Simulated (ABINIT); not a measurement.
# CuO (P1) in ABINIT: convergence with k mesh

Aim: find how far k mesh must go before the results for CuO settle, at PBE. This setting moves, with any that are tied to it; all else stays.

Program: ABINIT 10.8.3 (patched build). These are calculated values, not measurements. Logs are shortened: lines on timing, memory, paths and dates and some standing lists are left out, and cuts for length are marked. The log counts tension as positive stress, the text compression.

**1. The cell of the first run**

The typed cell holds 4 atoms: a = 3.175 Å, b = 3.175 Å, c = 4.650 Å, α = 90.00°, β = 90.00°, γ = 90.00°.

The cell was built by a generator and needn't be a form met in nature.

The cell isn't the ideal one: atoms moved at random, drawn with an rms of 0.05 Å.

**2. With k mesh 1 × 1 × 1**

Contents of run.abi:

```
# Pseudopotentials
pp_dirpath "./"
pseudos "29_Cu_19_1.7_1.9_pbe_n_v1.0.psp8, 08_O_6_1.2_1.4_pbe_n_v1.0.psp8"

# Structure
acell 3.1754955 3.1754955 4.64953187 Angstrom
rprim
     1.0000000000     0.0000000000     0.0000000000
     0.0000000000     1.0000000000     0.0000000000
     0.0000000000     0.0000000000     1.0000000000
ntypat 2
znucl 29 8
natom 4
typat 1 1 2 2
xred
    -0.0019590000     0.0009470000    -0.0045530000
     0.4996480000     0.5073270000     0.0017850000
     0.5054960000    -0.0039170000     0.2676500000
    -0.0021780000     0.5003410000     0.7249710000
chkprim 0
chksymtnons 0
tolsym 1.0e-6

# Plane-wave basis
ecut 40.0

# k points
kptopt 1
ngkpt 1 1 1
nshiftk 1
shiftk 0.0 0.0 0.0

# Exchange and correlation
ixc 11

# Bands and occupations
nband 30
occopt 7
tsmear 0.00367493

# SCF cycle
nstep 100
tolvrs 1.0e-10

# Output
iomode 3
prtwf 0
prtden 0
prteig 0
prtebands 0
enunit 2
```

Potentials or basis: SPMS NC PBE v1.0.

Launch:

```sh
> abinit run.abi > log 2>&1
```

Run time: 5 s. Hardware: 1 thread of Arm Neoverse V2, shared host; peak memory 0.07 GiB.

The run converged. Its results:

```yaml
Free_energy: -10824.6677 eV
Pressure: 40.1 GPa
Largest_force: 1.737 eV/Å
Valence_electrons_inside_the_program's_atomic_spheres: Cu 17.44; O 6.09, 6.07
```

**3. With k mesh 2 × 2 × 1**

run.abi: that of step 2 with these lines changed.

```diff
@@ -28,3 +28,3 @@
 kptopt 1
-ngkpt 1 1 1
+ngkpt 2 2 1
 nshiftk 1
```

Potentials or basis: SPMS NC PBE v1.0.

Launch:

```sh
> mpirun --bind-to none -np 4 abinit run.abi > log 2>&1
```

It took 4.7 s on 4 MPI ranks of Arm Neoverse V2, shared host; peak memory 0.28 GiB.

It converged, with:

| Property | Result |
| --- | --- |
| Free energy | -10830.3313 eV |
| Pressure | 16.2 GPa |
| Largest force | 1.202 eV/Å |
| Band gap on the k mesh | none (metal or under the smearing width) |
| Valence electrons inside the program's atomic spheres | Cu 17.40, 17.41; O 6.01, 5.99 |

**4. With k mesh 2 × 2 × 2**

run.abi: that of step 3 with these lines changed.

```diff
@@ -28,3 +28,3 @@
 kptopt 1
-ngkpt 2 2 1
+ngkpt 2 2 2
 nshiftk 1
```

Launch:

```sh
> mpirun --bind-to none -np 4 abinit run.abi > log 2>&1
```

Run time: 7.4 s. Hardware: 4 MPI ranks of Arm Neoverse V2, shared host; peak memory 0.28 GiB.

Results (log left out):

```
Free energy                                           : -10830.3989 eV
Pressure                                              : 16.3 GPa
Largest force                                         : 1.409 eV/Å
Band gap on the k mesh                                : none (metal or under the smearing width)
Valence electrons inside the program's atomic spheres : Cu 17.40, 17.41; O 6.01, 5.99
```

**5. With k mesh 3 × 3 × 2**

run.abi: that of step 4 with these lines changed.

```diff
@@ -28,3 +28,3 @@
 kptopt 1
-ngkpt 2 2 2
+ngkpt 3 3 2
 nshiftk 1
```

Launch:

```sh
> mpirun --bind-to none -np 4 abinit run.abi > log 2>&1
```

Run time: 18 s. Hardware: 4 MPI ranks of Arm Neoverse V2, shared host; peak memory 0.28 GiB.

It converged, with:

| Item | Value |
| --- | --- |
| Free energy | -10830.6028 eV |
| Pressure | 15.6 GPa |
| Largest force | 1.258 eV/Å |
| Band gap on the k mesh | none (metal or under the smearing width) |
| Valence electrons inside the program's atomic spheres | Cu 17.40, 17.41; O 6.00, 5.98 |

**6. With k mesh 4 × 4 × 3**

run.abi: that of step 5 with these lines changed.

```diff
@@ -28,3 +28,3 @@
 kptopt 1
-ngkpt 3 3 2
+ngkpt 4 4 3
 nshiftk 1
```

Potentials or basis: SPMS NC PBE v1.0.

Launch:

```sh
> mpirun --bind-to none -np 4 abinit run.abi > log 2>&1
```

It took 41 s on 4 MPI ranks of Arm Neoverse V2, shared host; peak memory 0.32 GiB.

Results (log left out):

- Free energy: -10830.5950 eV
- Pressure: 15.7 GPa
- Largest force: 1.177 eV/Å
- Band gap on the k mesh: none (metal or under the smearing width)
- Valence electrons inside the program's atomic spheres: Cu 17.40, 17.41; O 6.00, 5.98

**7. With k mesh 4 × 4 × 4**

run.abi: that of step 6 with these lines changed.

```diff
@@ -28,3 +28,3 @@
 kptopt 1
-ngkpt 4 4 3
+ngkpt 4 4 4
 nshiftk 1
```

Launch:

```sh
> mpirun --bind-to none -np 4 abinit run.abi > log 2>&1
```

It took 51 s on 4 MPI ranks of Arm Neoverse V2, shared host; peak memory 0.32 GiB.

It converged, with:

| Property | Result |
| --- | --- |
| Free energy | -10830.5955 eV |
| Pressure | 15.7 GPa |
| Largest force | 1.179 eV/Å |
| Band gap on the k mesh | none (metal or under the smearing width) |
| Valence electrons inside the program's atomic spheres | Cu 17.40, 17.41; O 6.00, 5.98 |

**8. With k mesh 5 × 5 × 4**

run.abi: that of step 7 with these lines changed.

```diff
@@ -28,3 +28,3 @@
 kptopt 1
-ngkpt 4 4 4
+ngkpt 5 5 4
 nshiftk 1
```

Launch:

```sh
> mpirun --bind-to none -np 4 abinit run.abi > log 2>&1
```

Wall time 72 s (4 MPI ranks of Arm Neoverse V2, shared host); peak memory 0.36 GiB.

It converged, with:

* Free energy: -10830.5933 eV
* Pressure: 15.7 GPa
* Largest force: 1.162 eV/Å
* Band gap on the k mesh: none (metal or under the smearing width)
* Valence electrons inside the program's atomic spheres: Cu 17.40; O 6.00, 5.98

**9. With k mesh 6 × 6 × 5**

run.abi: that of step 8 with these lines changed.

```diff
@@ -28,3 +28,3 @@
 kptopt 1
-ngkpt 5 5 4
+ngkpt 6 6 5
 nshiftk 1
```

Potentials or basis: SPMS NC PBE v1.0.

Launch:

```sh
> mpirun --bind-to none -np 4 abinit run.abi > log 2>&1
```

It took 2.2 min on 4 MPI ranks of Arm Neoverse V2, shared host; peak memory 0.4 GiB.

Results (log left out):

```
Free energy                                           : -10830.5930 eV
Pressure                                              : 15.7 GPa
Largest force                                         : 1.168 eV/Å
Band gap on the k mesh                                : none (metal or under the smearing width)
Valence electrons inside the program's atomic spheres : Cu 17.40; O 6.00, 5.98
```

**10. With k mesh 8 × 8 × 6**

run.abi: that of step 9 with these lines changed.

```diff
@@ -28,3 +28,3 @@
 kptopt 1
-ngkpt 6 6 5
+ngkpt 8 8 6
 nshiftk 1
```

Potentials or basis: SPMS NC PBE v1.0.

Launch:

```sh
> mpirun --bind-to none -np 4 abinit run.abi > log 2>&1
```

run.abo:

```text
.Version 10.8.3 of ABINIT
 Symmetries : space group P1 (#  1); Bravais aP (primitive triclinic)
================================================================================
 Values of the parameters that define the memory need of the present run
     intxc =       0    ionmov =       0      iscf =       7    lmnmax =       6
     lnmax =       6     mgfft =      54  mpssoang =       3    mqgrid =    3001
     natom =       4  nloc_mem =       1    nspden =       1   nspinor =       1
    nsppol =       1      nsym =       1    n1xccc =    2501    ntypat =       2
    occopt =       7   xclevel =       2
       mpw =        3841          nfft =       69984          nkpt =         196
================================================================================
================================================================================

--------------------------------------------------------------------------------
------------- Echo of variables that govern the present computation ------------
--------------------------------------------------------------------------------
 -outvars: echo values of preprocessed input variables --------
            acell      6.0008168091E+00  6.0008168091E+00  8.7863418480E+00 Bohr
              amu      6.35460000E+01  1.59994000E+01
          chkprim           0
      chksymtnons           0
             ecut      4.00000000E+01 Hartree
           enunit           2
                       outvar_i_n : Printing only first  50 k-points.
              ixc          11
                       outvar_i_n : Printing only first  50 k-points.
         kptrlatt        8    0    0      0    8    0      0    0    6
          kptrlen      4.80065345E+01
            natom           4
            nband          30
            ngfft          36      36      54
             nkpt         196
            nstep         100
             nsym           1
           ntypat           2
                       prtocc : prtvol=0, do not print more k-points.
           occopt           7
           prtden           0
        prtebands           0
           prteig           0
            prtwf           0
          spgroup           1
           tolsym      1.00000000E-06
           tolvrs      1.00000000E-10
           tsmear      3.67493000E-03 Hartree
            typat      1  1  2  2
                       outvars : Printing only first  50 k-points.
           xangst     -6.2207956845E-03  3.0071942385E-03 -2.1169318604E-02
                       1.5866299756E+00  1.6110146055E+00  8.2994143880E-03
                       1.6052002733E+00 -1.2438415873E-02  1.2444472050E+00
                      -6.9162291990E-03  1.5888305940E+00  3.3707757693E+00
            xcart     -1.1755600129E-02  5.6827735182E-03 -4.0004214434E-02
                       2.9982961170E+00  3.0443763893E+00  1.5683620199E-02
                       3.0333888937E+00 -2.3505199441E-02  2.3516643956E+00
                      -1.3069779010E-02  3.0024546831E+00  6.3698430359E+00
             xred     -1.9590000000E-03  9.4700000000E-04 -4.5530000000E-03
                       4.9964800000E-01  5.0732700000E-01  1.7850000000E-03
                       5.0549600000E-01 -3.9170000000E-03  2.6765000000E-01
[... 147 lines left out ...]
    2     -0.00103839062519    -0.00665997494298     0.00161366627095
    3     -0.00123519548774     0.00225183323935    -0.01941828930970
    4      0.00015643927747     0.00053569955862     0.02283102890356
 frms,max,avg= 9.1196403E-03 2.2831029E-02  -5.533E-07 -2.147E-06 -6.247E-06 h/b

 cartesian forces (eV/Angstrom) at end:
    1      0.10886806750360     0.19912898141420    -0.25846818171868
    2     -0.05339619283129    -0.34246968114088     0.08297805592524
    3     -0.06351630576001     0.11579392085763    -0.99852858383541
    4      0.00804443108770     0.02754677886905     1.17401870962886
 frms,max,avg= 4.6895076E-01 1.1740187E+00  -2.845E-05 -1.104E-04 -3.212E-04 e/A
 length scales=  6.000816809053  6.000816809053  8.786341847980 bohr
              =  3.175495500000  3.175495500000  4.649531870000 angstroms
 Fermi (or HOMO) energy (hartree) =   0.09518   Average Vxc (hartree)=  -0.41029
 Eigenvalues (hartree) for nkpt= 196  k points:
 kpt#   1, nband= 30, wtk=  0.00260, kpt=  0.0000  0.0000  0.0000 (reduced coord)
  -4.03593   -4.03388   -2.47561   -2.47450   -2.47178   -2.46977   -2.46744   -2.46649
  -0.58381   -0.55360   -0.14077   -0.10164   -0.08370   -0.08105   -0.06863   -0.03659
  -0.03308    0.02700    0.03045    0.05179    0.05653    0.05757    0.07983    0.08033
   0.11001    0.11060    0.13320    0.33356    0.49016    0.49133
      occupation numbers for kpt#   1
   2.00000    2.00000    2.00000    2.00000    2.00000    2.00000    2.00000    2.00000
   2.00000    2.00000    2.00000    2.00000    2.00000    2.00000    2.00000    2.00000
   2.00000    2.00000    2.00000    2.00000    2.00000    2.00000    2.00000    2.00000
   0.00000    0.00000    0.00000    0.00000    0.00000    0.00000
 prteigrs : prtvol=0 or 1, do not print more k-points.

 Fermi (or HOMO) energy (eV) =   2.59011   Average Vxc (eV)= -11.16443
 Eigenvalues (   eV  ) for nkpt= 196  k points:
 kpt#   1, nband= 30, wtk=  0.00260, kpt=  0.0000  0.0000  0.0000 (reduced coord)
-109.82323 -109.76750  -67.36478  -67.33448  -67.26064  -67.20585  -67.14235  -67.11671
 -15.88641  -15.06429   -3.83056   -2.76579   -2.27768   -2.20552   -1.86754   -0.99572
  -0.90025    0.73471    0.82857    1.40932    1.53826    1.56664    2.17233    2.18591
   2.99351    3.00955    3.62468    9.07656   13.33804   13.36971
 prteigrs : prtvol=0 or 1, do not print more k-points.

--- !EnergyTerms
iteration_state     : {dtset: 1, }
comment             : Components of total free energy in Hartree
kinetic             :  1.78873236025765E+02
hartree             :  1.72561344573688E+02
xc                  : -5.15717556785960E+01
Ewald energy        : -1.93449329848855E+02
psp_core            :  1.25714076603751E+01
local_psp           : -4.01984045317887E+02
non_local_psp       : -1.15016486227778E+02
internal            : -3.98015628813287E+02
'-kT*entropy'       : -1.34419513025408E-03
total_energy        : -3.98016973008418E+02
total_energy_eV     : -1.08305935849882E+04
band_energy         : -4.83807704171972E+01
...

 Cartesian components of stress tensor (hartree/bohr^3)
  sigma(1 1)= -9.78022834E-04  sigma(3 2)= -1.14122851E-05
  sigma(2 2)= -9.68471810E-04  sigma(3 1)=  8.57787455E-06
  sigma(3 3)=  3.44609162E-04  sigma(2 1)= -1.03934331E-06

-Cartesian components of stress tensor (GPa)         [Pressure=  1.5710E+01 GPa]
- sigma(1 1)= -2.87744252E+01  sigma(3 2)= -3.35761019E-01
- sigma(2 2)= -2.84934244E+01  sigma(3 1)=  2.52369782E-01
- sigma(3 3)=  1.01387516E+01  sigma(2 1)= -3.05785360E-02

== END DATASET(S) ==============================================================
================================================================================

 -outvars: echo values of variables after computation  --------
            acell      6.0008168091E+00  6.0008168091E+00  8.7863418480E+00 Bohr
           etotal     -3.9801697301E+02
            fcart      2.1171468354E-03  3.8724421450E-03 -5.0264058648E-03
                      -1.0383906252E-03 -6.6599749430E-03  1.6136662709E-03
                      -1.2351954877E-03  2.2518332393E-03 -1.9418289310E-02
                       1.5643927747E-04  5.3569955862E-04  2.2831028904E-02
           strten     -9.7802283396E-04 -9.6847181047E-04  3.4460916172E-04
                      -1.1412285078E-05  8.5778745464E-06 -1.0393433138E-06
           xangst     -6.2207956845E-03  3.0071942385E-03 -2.1169318604E-02
                       1.5866299756E+00  1.6110146055E+00  8.2994143880E-03
                       1.6052002733E+00 -1.2438415873E-02  1.2444472050E+00
                      -6.9162291990E-03  1.5888305940E+00  3.3707757693E+00
             xred     -1.9590000000E-03  9.4700000000E-04 -4.5530000000E-03
                       4.9964800000E-01  5.0732700000E-01  1.7850000000E-03
                       5.0549600000E-01 -3.9170000000E-03  2.6765000000E-01
                      -2.1780000000E-03  5.0034100000E-01  7.2497100000E-01
 Calculation completed.
```

It took 4.5 min on 4 MPI ranks of Arm Neoverse V2, shared host; peak memory 0.6 GiB.

Results:

* Free energy: -10830.5936 eV
* Pressure: 15.7 GPa
* Largest force: 1.174 eV/Å
* Band gap on the k mesh: none (metal or under the smearing width)
* Valence electrons inside the program's atomic spheres: Cu 17.40, 17.41; O 6.00, 5.98

**11. Result**

```csv
k mesh,"energy less the tightest run, at zero smearing (meV/atom)",pressure (GPa),largest force (eV/Å),SCF cycles,CPU time (s)
1 × 1 × 1,1491.03,40.12,1.737,28,4.9
2 × 2 × 1,68.05,16.23,1.202,24,19
2 × 2 × 2,52.03,16.29,1.409,21,29
3 × 3 × 2,-4.07,15.64,1.258,20,73
4 × 4 × 3,-0.12,15.74,1.177,20,160
4 × 4 × 4,-0.36,15.73,1.179,20,200
5 × 5 × 4,0.07,15.70,1.162,19,290
6 × 6 × 5,0.29,15.71,1.168,20,530
8 × 8 × 6,0.00,15.71,1.174,19,1100
```

Against the tightest run, the energy stays within 1 meV/atom from 4 × 4 × 3 on; the pressure stays within 0.1 GPa from 3 × 3 × 2 on. Not settled before the last step: the largest force (to 0.005 eV/Å). Meshes of other sizes hit other points, so gaps and Fermi surfaces needn't settle smoothly. The tightest run that finished is the yardstick and may itself not be fully converged.

Caveats: the run has no spin polarisation, though such a crystal can be magnetic; semilocal functionals often make such compounds metallic where correlation or magnetic order opens a gap, which also shifts bond lengths.
